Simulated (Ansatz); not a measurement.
**Nb: from a trial structure to a relaxed crystal**

The calculation used Ansatz 0.2.0, DFT PBE, scalar-relativistic, plane waves, PAW. Cutoff 420 eV, Γ-centred k mesh, Gaussian smearing, no spin polarisation in the final step.

The start puts Nb on the graphite structure type (P6_3/mmc, No. 194), at a guessed volume.

```yaml
crystal:
  lattice:
    - [3.21972, 0.00000, 0.00000]
    - [-1.60986, 2.78836, 0.00000]
    - [0.00000, 0.00000, 8.76915]
  atoms:
    - { symbol: Nb, position: [0.00000, 0.00000, 0.25000] }
    - { symbol: Nb, position: [0.00000, 0.00000, 0.75000] }
    - { symbol: Nb, position: [0.33333, 0.66667, 0.75000] }
    - { symbol: Nb, position: [0.66667, 0.33333, 0.25000] }
```

Cell and atoms relax at zero pressure; the relaxation can't lower the symmetry of the start. After a coarse first stage the cell is made exact in the group found at 0.06 Å.

Energies count from the standard state of Nb at the same level.

(1) Describe the relaxed structure.

(2) What are its volume, energy, density and gap?

## Answers

(1) It keeps P6_3/mmc (No. 194), but not the shape of the type it started on. Conventional cell: a = 4.537 Å, c = 4.873 Å. Nb on Wyckoff site b (2 atoms of the primitive cell) has 2 Nb at 2.44 Å and 3 Nb at 2.62 Å; around Nb on Wyckoff site d (2 atoms of the primitive cell) lie 3 Nb at 2.62 Å.

Space group P6_3/mmc (No. 194). a = 4.537 Å, b = 4.537 Å, c = 4.873 Å, α = 90.00°, β = 90.00°, γ = 120.00°
```csv
atom,site,symmetry,x,y,z
Nb,2b,-6m2,0.0000,0.0000,0.2500
Nb,2d,-6m2,0.3333,0.6667,0.7500
```

(2) The volume per atom is 21.72 Å³, the density is 7.10 g/cm³ and the energy over the standard structure is 1.36 eV/atom. The gap on the 12×12×10 mesh is 0 eV (a metal).

The final run used a 12×12×10 mesh on its 4-atom cell and 0.10 eV smearing. The k mesh leaves about 4 meV/atom of noise in metals. A structure relaxed within its symmetry needn't be a true minimum.